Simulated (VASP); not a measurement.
Output of a VASP run:

**OUTCAR**
```
 ion  position               nearest neighbor table
   1  0.000  0.000  0.000-   2 2.20   2 2.20   2 2.20   2 2.20
   2  0.250  0.250  0.250-   1 2.20   1 2.20   1 2.20   1 2.20
  LATTYP: Found a face centered cubic cell.
 ALAT       =     5.0744640000
 Subroutine PRICEL returns:
 Original cell was already a primitive cell.
 Subroutine GETGRP returns: Found 24 space group operations
The static configuration has the point symmetry T_d .
The dynamic configuration has the point symmetry T_d .
 Subroutine INISYM returns: Found 24 space group operations
 Subroutine IBZKPT returns following result:
 Found     29 irreducible k-points:

 Following reciprocal coordinates:
            Coordinates               Weight
  0.000000  0.000000  0.000000      1.000000
  0.125000  0.000000  0.000000      8.000000
  0.250000  0.000000  0.000000      8.000000
  0.375000  0.000000  0.000000      8.000000
  0.500000  0.000000  0.000000      4.000000
  0.125000  0.125000  0.000000      6.000000
  0.250000  0.125000  0.000000     24.000000
  0.375000  0.125000  0.000000     24.000000
  0.500000  0.125000  0.000000     24.000000
 -0.375000  0.125000  0.000000     24.000000
 -0.250000  0.125000  0.000000     24.000000
 -0.125000  0.125000  0.000000     12.000000
  0.250000  0.250000  0.000000      6.000000
  0.375000  0.250000  0.000000     24.000000
  0.500000  0.250000  0.000000     24.000000
 -0.375000  0.250000  0.000000     24.000000
 -0.250000  0.250000  0.000000     12.000000
  0.375000  0.375000  0.000000      6.000000
  0.500000  0.375000  0.000000     24.000000
 -0.375000  0.375000  0.000000     12.000000
  0.500000  0.500000  0.000000      3.000000
  0.375000  0.250000  0.125000     24.000000
  0.500000  0.250000  0.125000     48.000000
 -0.375000  0.250000  0.125000     24.000000
  0.500000  0.375000  0.125000     24.000000
 -0.375000  0.375000  0.125000     48.000000
 -0.250000  0.375000  0.125000     24.000000
 -0.375000  0.500000  0.125000     12.000000
 -0.250000  0.500000  0.250000      6.000000
   k-points           NKPTS =     29   k-points in BZ     NKDIM =     29   number of bands    NBANDS=     13
   number of dos      NEDOS =    301   number of ions     NIONS =      2
   total plane-waves  NPLWV =  13824
   dimension x,y,z NGX =    24 NGY =   24 NGZ =   24
   dimension x,y,z NGXF=    48 NGYF=   48 NGZF=   48
   ions per type =               1   1
   PREC   = accura    normal or accurate (medium, high low for compatibility)
   ISTART =      0    job   : 0-new  1-cont  2-samecut
   ICHARG =      2    charge: 1-file 2-atom 10-const
   ISPIN  =      1    spin polarized calculation?
   LNONCOLLINEAR =      F non collinear calculations
   LSORBIT =      F    spin-orbit coupling
   INIWAV =      1    electr: 0-lowe 1-rand  2-diag
   ENCUT  =  400.0 eV  29.40 Ry    5.42 a.u.   5.85  5.85  5.85*2*pi/ulx,y,z
   NELM   =    100;   NELMIN=  2; NELMDL= -5     # of ELM steps
   EDIFF  = 0.1E-05   stopping-criterion for ELM
   LREAL  =      F    real-space projection
   NLSPLINE    = F    spline interpolate recip. space projectors
   LMAXMIX     =    4 max onsite mixed and CHGCAR
   VOSKOWN=      0    Vosko Wilk Nusair interpolation
   EDIFFG = 0.1E-04   stopping-criterion for IOM
   NSW    =      0    number of steps for IOM
   NBLOCK =      1;   KBLOCK =      1    inner block; outer block
   IBRION =     -1    ionic relax: 0-MD 1-quasi-New 2-CG
   NFREE  =      0    steps in history (QN), initial steepest desc. (CG)
   ISIF   =      2    stress and relaxation
   ISYM   =      2    0-nonsym 1-usesym 2-fastsym
   TEIN   =    0.0    initial temperature
   TEBEG  =    0.0;   TEEND  =   0.0 temperature during run
   SMASS  =  -3.00    Nose mass-parameter (am)
   PSTRESS=    0.0 pullay stress
   NELECT =      18.0000    total number of electrons
   EFERMI =   0.00;   METHOD = LEGACY
   ISMEAR =    -1;   SIGMA  =   0.20  broadening in eV -4-tet -1-fermi 0-gaus
   IALGO  =     38    algorithm
...
```

### OSZICAR
```
       N       E                     dE             d eps       ncg     rms          rms(c)
DAV:   1     0.115549462189E+03    0.11555E+03   -0.78757E+03   754   0.152E+03
DAV:   2    -0.349195624539E+01   -0.11904E+03   -0.11314E+03   859   0.333E+02
DAV:   3    -0.126592805303E+02   -0.91673E+01   -0.90315E+01   899   0.986E+01
DAV:   4    -0.128638370413E+02   -0.20456E+00   -0.20443E+00   851   0.163E+01
DAV:   5    -0.128722659488E+02   -0.84289E-02   -0.84288E-02  1016   0.299E+00    0.950E+00
DAV:   6    -0.107479424438E+02    0.21243E+01   -0.82809E+00  1131   0.490E+01    0.545E+00
DAV:   7    -0.107059474002E+02    0.41995E-01   -0.56261E-01   805   0.955E+00    0.219E+00
DAV:   8    -0.106938349420E+02    0.12112E-01   -0.98720E-02   884   0.302E+00    0.550E-01
DAV:   9    -0.106904628399E+02    0.33721E-02   -0.86782E-03  1184   0.178E+00    0.227E-01
DAV:  10    -0.106909597517E+02   -0.49691E-03   -0.16076E-03   794   0.354E-01    0.800E-02
DAV:  11    -0.106910039704E+02   -0.44219E-04   -0.61938E-05   949   0.723E-02    0.189E-02
DAV:  12    -0.106910041732E+02   -0.20280E-06   -0.26281E-05   869   0.545E-02    0.128E-02
DAV:  13    -0.106910032245E+02    0.94867E-06   -0.39882E-06   930   0.357E-02
   1 F= -.10691003E+02 E0= -.10685980E+02  d E =-.100462E-01
```

### OUTCAR
```
------------------------ aborting loop because EDIFF is reached ----------------------------------------
  FORCE on cell =-STRESS in cart. coord.  units (eV):
  Direction    XX          YY          ZZ          XY          YZ          ZX
  --------------------------------------------------------------------------------------
  Total       -0.7572089     -0.7572089     -0.7572089     -0.0000000      0.0000000      0.0000000
  in kB      -37.1377660    -37.1377660    -37.1377660     -0.0000000      0.0000000      0.0000000
  external PRESSURE =     -37.1377660 kB  Pullay stress =       0.0000000 kB
  volume of cell :       32.67
      direct lattice vectors                 reciprocal lattice vectors
     0.000000000  2.537232000  2.537232000    -0.197065148  0.197065148  0.197065148
     2.537232000  0.000000000  2.537232000     0.197065148 -0.197065148  0.197065148
     2.537232000  2.537232000  0.000000000     0.197065148  0.197065148 -0.197065148
 POSITION                                       TOTAL-FORCE (eV/Angst)
 -----------------------------------------------------------------------------------
      0.00000      0.00000      0.00000        -0.000000     -0.000000     -0.000000
      1.26862      1.26862      1.26862         0.000000      0.000000      0.000000
 -----------------------------------------------------------------------------------
    total drift:                                0.000001      0.000001      0.000001
  FREE ENERGIE OF THE ION-ELECTRON SYSTEM (eV)
  ---------------------------------------------------
  free  energy   TOTEN  =       -10.6910032245 eV

  energy  without entropy=      -10.6809570208  energy(sigma->0) =      -10.68598012
```
(Selected blocks of OUTCAR.)

### POSCAR
```
InN
1
    0.0000000000     2.5372320000     2.5372320000
    2.5372320000     0.0000000000     2.5372320000
    2.5372320000     2.5372320000     0.0000000000
In N
1 1
Direct
  0.0000000000   0.0000000000   0.0000000000
  0.2500000000   0.2500000000   0.2500000000
```

Task: Reconstruct the remaining input files.

Result: This is not unique; one that fits is the input of the run itself, PBE GGA, plane waves, VASP's PBE PAW potentials (set 64).

### INCAR
```
! general
SYSTEM  = InN
PREC    = Accurate
ENCUT   = 400
LREAL   = .FALSE.
LASPH   = .TRUE.

! electronic loop
EDIFF   = 1E-6
NELM    = 100
ALGO    = Normal
LMAXMIX = 4

! smearing
ISMEAR  = -1
SIGMA   = 0.2

! functional
GGA     = PE

! ions
ISIF    = 2

! output
LWAVE   = .FALSE.
LCHARG  = .FALSE.
```

### KPOINTS
```
kpoints
0
gamma
 8 8 8
0 0 0
```

POTCAR, in this order: In_d N (PBE.64 set). Program: vasp_std.

At this cut-off the stress carries a Pulay error, which pulls relaxed volumes low.

The structure comes from a computed database's InN entry; how it stands against other phases isn't given here. The cell was not relaxed at this level. The run is one of a series of settings (ISMEAR = -1, SIGMA = 0.2 against the base run), some of them coarse on purpose.
